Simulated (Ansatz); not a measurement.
# Debugging a many-body input for KCl (Sylvite)

Aim: the G0W0 gap of KCl (Sylvite). The first input has a fault.

Calculated with Ansatz 0.2.0; G0W0 on PBE, plane waves, PAW.

**1. Starting point**

Symmetry: Fm-3m, No. 225, cubic system. Conventional cell: a = 6.293 Å, b = 6.293 Å, c = 6.293 Å, α = 90.00°, β = 90.00°, γ = 90.00°. K has 6 Cl at 3.15 Å nearest. Nearest to Cl lie 6 K at 3.15 Å. Farther neighbours and most contacts between anions are not listed.

The cell and positions come from the Crystallography Open Database and are kept as given unless a step says otherwise. The default PAW set here is soft_2. Its files were made with PBE.

**2. First try**

input.yaml

```yaml
crystal:
  lattice:
    - [0.0, 3.14647, 3.14647]
    - [3.14647, 0.0, 3.14647]
    - [3.14647, 3.14647, 0.0]
  atoms:
    - { symbol: K, position: [0.0, 0.0, 0.0] }
    - { symbol: Cl, position: [0.5, 0.5, 0.5] }
kpoints:
  mp_grid: { grid: [4, 4, 4] }
hamiltonian:
  xc: pbe
scf:
  occupations: { method: fixed }
gw:
  n_empty_bands: 65
  ecut_chi: 2
  qp_bands: [v2, c2]
  qp_kpoints: band_edges
  screening: { model: contour_deformation }
```

Run with:

```sh
ansatz run input.yaml --threads 3 --pin off --max-ram 92160MiB --backend cuda --events-out ev --progress --plain --runs-dir out --devices 1 --max-vram 13GiB
```

Numbers of over 12 decimals in the logs are rounded to 6 here.

Output:

```text
GPUs: using 1 of 1 available (devices: 1).
Engine: ansatz 0.2.0, x86_64-unknown-linux-gnu
Pseudopotentials: kind: paw
Pseudopotential: K, paw, valence charge 9, recommended cutoff 420 eV (normal), K.paw.azcp
Pseudopotential: Cl, paw, valence charge 7, recommended cutoff 420 eV (normal), Cl.paw.azcp
Functional definition: PBE
  parameter kappa = 0.804
  parameter beta = 0.066725
  exchange = pbe_x(kappa = kappa, mu = beta*pi^2/3)
  correlation = pbe_c(beta = beta)
device memory: the entry about to start is reckoned to put 0.8 GiB on a device that reports 49.8 GiB free (of which the cap on the GPU budget leaves the run 13.0 GiB)
GPU FFT provider: cuFFT
GPU libraries: cuBLAS 13.8.2, cuFFT 12.4.0, cuSOLVER 12.3.4
Crystal: 2 atoms, lattice volume = 62.302 Å³
Basis set: ecut = 420 eV, 1243 PW (Γ)
Bands: 12, of which v1, the nominal top of the filled ones, is band 8 counted from 1 (7 counted from 0)
Symmetry: 48 space group operations
Space group: Fm-3m (ITA 225), of the structure as read, at distance tolerance 4.0e-5 Å
k-points: 8 of 64
Non-local potential: K, projectors of the file, l = 0: 3, l = 1: 2, l = 2: 2
Non-local potential: Cl, projectors of the file, l = 0: 2, l = 1: 2, l = 2: 2
PAW form: soft (Blöchl's): semilocal exchange-correlation on the pseudo side does not see the compensation charge
PAW one-centre angular grid: K, 110 points (default); XC on 64 Gauss nodes
PAW one-centre angular grid: Cl, 110 points (default); XC on 64 Gauss nodes
Initial density: superposition of atomic densities (neutral atoms: chi_scale 0, normalization atom), corrected by the library's trained network
Initial wavefunctions: pseudopotential atomic-orbital guess
GPU buffer pool allocated for 27000 grid points (all kernels)
GPU transforms: local potential and band sums: pruned to the plane-wave sphere, on 30×30×30
Functional: x = pbe(κ = 0.804, μ = 0.219515), c = pbe(β = 0.066725)
SCF iter   1: F=—  HF=-2621.220130 eV  |F-HF|=—  |Δ(HF+E_count)|=         —  Δρ=2.11e-4  dr2=1.54e-5  ethr=1.77e-3  ⟨swp⟩=4.4  Hψ=520  notcnv=0  defer=12
preconditioner: auto → none  [insulator: Δε(μ)=5.182 eV  Ē_g=15.281 eV  n_scr=14 (ndim 8)  ℏωp=17.6 eV  f_vac=0.081  ε∞_Penn≈2.3]
SCF iter   2: F=—  HF=-2621.219890 eV  |F-HF|=—  |Δ(HF+E_count)|=   2.40e-4  Δρ=2.71e-4  dr2=6.80e-5  ethr=9.63e-8  ⟨swp⟩=3.4  Hψ=295  notcnv=0  defer=13
SCF iter   3: F=—  HF=-2621.219875 eV  |F-HF|=—  |Δ(HF+E_count)|=   1.44e-5  Δρ=1.55e-4  dr2=2.10e-5  ethr=9.63e-8  ⟨swp⟩=2.0  Hψ=128  notcnv=0  defer=13
SCF iter   4: F=—  HF=-2621.219873 eV  |F-HF|=—  |Δ(HF+E_count)|=   2.09e-6  Δρ=5.52e-5  dr2=2.56e-6  ethr=9.63e-8  ⟨swp⟩=2.0  Hψ=152  notcnv=0  defer=14
SCF iter   5: F=—  HF=-2621.219872 eV  |F-HF|=—  |Δ(HF+E_count)|=   6.82e-7  Δρ=2.19e-5  dr2=3.97e-7  ethr=1.60e-8  ⟨swp⟩=2.0  Hψ=117  notcnv=0  defer=14
SCF iter   6: F=-2621.219872 eV  HF=-2621.219872 eV  |F-HF|=3.07e-8  |Δ(HF+E_count)|=   1.20e-7  Δρ=6.80e-6  dr2=3.83e-8  ethr=6.25e-10  ⟨swp⟩=4.4  Hψ=435  notcnv=0
SCF 1 converged in 6 iterations: F = -2621.219872 eV  dr2 = 3.83e-8
[...]
device memory: the entry about to start is reckoned to put 1.2 GiB on a device that reports 49.7 GiB free (of which the cap on the GPU budget leaves the run 13.0 GiB)
NSCF: frozen V_eff on 8 k-points
[...]
device memory: the entry about to start is reckoned to put 1.8 GiB on a device that reports 50.3 GiB free (of which the cap on the GPU budget leaves the run 13.0 GiB)
NSCF: frozen V_eff on 8 k-points
G₀W₀ screening: q 1/8
[... further progress lines ...]
device memory: the entry about to start is reckoned to put 0.3 GiB on a device that reports 55.8 GiB free (of which the cap on the GPU budget leaves the run 13.0 GiB)
NSCF: frozen V_eff on 1 k-points
SCF converged after 6 iterations
Free energy (F): -2621.219872 eV
Harris-Foulkes:  -2621.219872 eV  (|F-HF|=3.07e-8)
Internal energy: -2621.219872 eV  (E = F + TS)
E sigma→0 (E₀):  -2621.219872 eV
Fermi energy:    0.853681 eV
--- Per-component energies (eV) ---
  E_band       = -131.537324
  E_kinetic    = 416.295583
  E_local      = -835.243276  (includes V_loc(G=0)·N_el)
  E_nonlocal   = 41.058505
  E_hartree    = 280.134008
  E_xc         = -243.261756
  E_vxc        = -288.141458  (∫ρ·V_xc dr)
  E_paw        = -1441.182376  (= ΣΔE_a)
  E_vpaw       = -25.772280  (= ΣTr[D̂ρ^β])
  E_aug_tail   = 0.000085  (compensation charges beyond the density's cutoff)
  E_ewald      = -839.020646
  E_smearing   = -0.000000  (= −TS)
  E_closure    = 0.000000  (closes the sum)
  Σ components = -2621.219872   (vs F -2621.219872, Δ=0.00e0)
--- Band table (eV; the first three rows and the last of 8) ---
  k-point 0: bands = [... 4 lower, -9.7997, 0.8537, 0.8537, 0.8537, 6.0426, 9.2168, 9.2168, 9.2168]
  k-point 1: bands = [... 4 lower, -9.6738, 0.2677, 0.6853, 0.6853, 7.2988, 9.0094, 9.9621, 9.9621]
  k-point 2: bands = [... 4 lower, -9.5596, -0.1989, 0.5285, 0.5285, 8.4347, 9.4560, 11.3516, 11.3516]
  k-point 7: bands = [... 4 lower, -9.7107, 0.3673, 0.3817, 0.3817, 8.8818, 8.8818, 10.2917, 10.7063]
--- G₀W₀: contour deformation, 5 samples at zero and on the imaginary axis and 2 off it, 64 q-points, 65 empty bands' worth ---
  eigenvalues of the whole cell's RPA ε∞ on this k-mesh (on a slab, of 1 + 4πα/V) = 2.5676, 2.5676, 2.5676; static W/v taken at q = 0 is 0.389468
  gw.qp_kpoints: band_edges: 8 of 8 stored k-points solved, in 1 pass; an edge of the gap read off the rows below is read off those points alone
    ik  band        ε_KS         Σx   Σc(E_QP)       V_xc       Z   E_QP_lin       E_QP  E_QP is
     0     7      0.8537   -20.8086     2.0351   -16.3627  0.9042    -1.6037    -1.5570  root
     0     8      0.8537   -20.8086     2.0351   -16.3627  0.9042    -1.6037    -1.5570  root
     0     9      6.0426    -4.2173    -1.8915    -7.9235  0.9097     7.8788     7.8573  root
     0    10      9.2168    -4.2390    -2.1710    -9.1828  0.9060    12.0529    11.9895  root
     1     7      0.6853   -20.4939     2.0660   -16.0092  0.9030    -1.7815    -1.7332  root
     1     8      0.6853   -20.4939     2.0660   -16.0092  0.9030    -1.7815    -1.7332  root
     1     9      7.2988    -4.8886    -1.9767    -8.7549  0.9068     9.2141     9.1884  root
     1    10      9.0094    -4.2258    -2.1402    -8.8044  0.9048    11.4963    11.4477  root
     2     7      0.5285   -20.2341     2.0992   -15.7049  0.9019    -1.9517    -1.9015  root
     2     8      0.5285   -20.2341     2.0992   -15.7049  0.9019    -1.9517    -1.9015  root
     2     9      8.4347    -3.7763    -2.0073    -7.5987  0.9055    10.2743    10.2498  root
     2    10      9.4560    -5.6962    -2.2398   -10.4366  0.9005    12.0143    11.9564  root
     3     7      0.7244   -20.6288     2.0609   -16.1393  0.9035    -1.7524    -1.7041  root
     3     8      0.7244   -20.6288     2.0609   -16.1393  0.9035    -1.7524    -1.7041  root
[...]
6    10      9.1919    -4.4950    -2.0684    -9.0146  0.9077    11.6891    11.6431  root
     7     7      0.3817   -20.1252     2.1263   -15.5257  0.9015    -2.1442    -2.0915  root
     7     8      0.3817   -20.1252     2.1263   -15.5257  0.9015    -2.1442    -2.0915  root
     7     9      8.8818    -4.2775    -2.1302    -8.6986  0.9040    11.2157    11.1727  root
     7    10      8.8818    -4.2775    -2.1302    -8.6986  0.9040    11.2157    11.1727  root
```

It took 4.4 s on 1 × NVIDIA H100 80GB HBM3 (shared by 6 runs) with 3 threads of AMD EPYC 7R13 (Zen 3), shared host; peak memory 0.98 GiB; 5 s of CPU time.

**What went wrong?**

The run ended normally, though the input holds a fault or crude settings.

The fault: screening cutoff of a few eV. Such a cutoff keeps only a few plane waves in the dielectric matrix, so local fields and the Coulomb hole are lost.

It printed a gap of 9.41 eV, which is an artefact of the settings.

**3. A better input**

Now the one-shot GW correction: screening in the RPA, then the self-energy of the levels asked for.

Edit input.yaml of step 2 so:

```diff
@@ -16,3 +16,3 @@
   n_empty_bands: 65
-  ecut_chi: 2
+  ecut_chi: 60
   qp_bands: [v2, c2]
```

Output:

```text
GPUs: using 1 of 1 available (devices: 1).
[...]
GPU FFT provider: cuFFT
GPU libraries: cuBLAS 13.8.2, cuFFT 12.4.0, cuSOLVER 12.3.4
Crystal: 2 atoms, lattice volume = 62.302 Å³
Basis set: ecut = 420 eV, 1243 PW (Γ)
Bands: 12, of which v1, the nominal top of the filled ones, is band 8 counted from 1 (7 counted from 0)
Symmetry: 48 space group operations
[...]
k-points: 8 of 64
[...]
GPU buffer pool allocated for 27000 grid points (all kernels)
[...]
SCF iter   1: F=—  HF=-2621.220130 eV  |F-HF|=—  |Δ(HF+E_count)|=         —  Δρ=2.11e-4  dr2=1.54e-5  ethr=1.77e-3  ⟨swp⟩=4.4  Hψ=520  notcnv=0  defer=12
[...]
SCF iter   6: F=-2621.219872 eV  HF=-2621.219872 eV  |F-HF|=3.07e-8  |Δ(HF+E_count)|=   1.20e-7  Δρ=6.80e-6  dr2=3.83e-8  ethr=6.25e-10  ⟨swp⟩=4.4  Hψ=435  notcnv=0
SCF 1 converged in 6 iterations: F = -2621.219872 eV  dr2 = 3.83e-8
[...]
0     7      0.8537   -20.8086     2.7553   -16.3627  0.8077    -0.8709    -0.8369  root
     0     8      0.8537   -20.8086     2.7553   -16.3627  0.8077    -0.8709    -0.8369  root
     0     9      6.0426    -4.2173    -2.9362    -7.9235  0.8700     6.8169     6.8126  root
     0    10      9.2168    -4.2390    -3.1822    -9.1828  0.8623    11.0069    10.9782  root
     1     7      0.6853   -20.4939     2.7626   -16.0092  0.8069    -1.0731    -1.0367  root
     1     8      0.6853   -20.4939     2.7626   -16.0092  0.8069    -1.0731    -1.0367  root
     1     9      7.2988    -4.8886    -2.9603    -8.7549  0.8630     8.2113     8.2048  root
     1    10      9.0094    -4.2258    -3.1032    -8.8044  0.8597    10.5053    10.4848  root
[...]
7     7      0.3817   -20.1252     2.7886   -15.5257  0.8072    -1.4714    -1.4293  root
     7     8      0.3817   -20.1252     2.7886   -15.5257  0.8072    -1.4714    -1.4293  root
     7     9      8.8818    -4.2775    -3.0569    -8.6986  0.8586    10.2637    10.2461  root
     7    10      8.8818    -4.2775    -3.0569    -8.6986  0.8586    10.2637    10.2461  root
[key lines of the parts left out:]
SCF converged after 6 iterations
Free energy (F): -2621.219872 eV
Fermi energy:    0.853681 eV
```

The job ended after 12 s (1 × NVIDIA H100 80GB HBM3 (shared by 6 runs) with 3 threads; peak memory 0.98 GiB).

This step gave:

| Item | Value |
| --- | --- |
| bands summed | 73 |
| RPA ε∞ on this mesh (eigenvalues) | 2.177, 2.177, 2.177 |
| plane waves in the screening matrix | 59 |
| q-points in the mesh | 64 |
| G0W0 gap on the mesh | 7.650 eV |
| k of the valence top | 0, 0, 0 |
| k of the conduction bottom | 0, 0, 0 |
| starting gap on the mesh | 5.189 eV |
| Z at the valence top | 0.8077 |
| Z at the conduction bottom | 0.8700 |
| least direct G0W0 gap on the computed points | 7.650 eV |

The gap on the mesh goes from 5.19 eV to 7.65 eV, a correction of +2.46 eV. Between the two edge states, bare exchange in place of the xc potential would open the gap by 8.15 eV, and correlation takes back 5.69 eV.

**4. Summary of results**

| Property | Result |
| --- | --- |
| first try | converged after 4.4 s |
| better run | G0W0 gap on the mesh 7.65 eV (4×4×4 mesh, 65 empty bands, screening to 60 eV) |

What this shows: The second run differs in: screening cutoff (eV). Bands and cutoff are finite, so the gap is not at the basis limit. The miss can reach some tenths of an eV and take either sign; the mesh is an error of its own.

[Paths, hosts, dates, memory and timing lines, banners, echoed tables and standing remarks are left out of the program output.]

[Logs are printed without paths, hosts, clocks, repeated set-up lines and the standing remarks that a program may print on its own settings, such as how far it seeks lower states.]

[Runs of the session that timed out or met a known fault of the program may be left out.]

[Cells called generated may have been cut or substituted from an entry of the Crystallography Open Database or the Materials Project.]

[Hosts, paths, dates, database ids (printed as entryN), source tags and the programs' standing remarks are cut or masked in the printed files.]
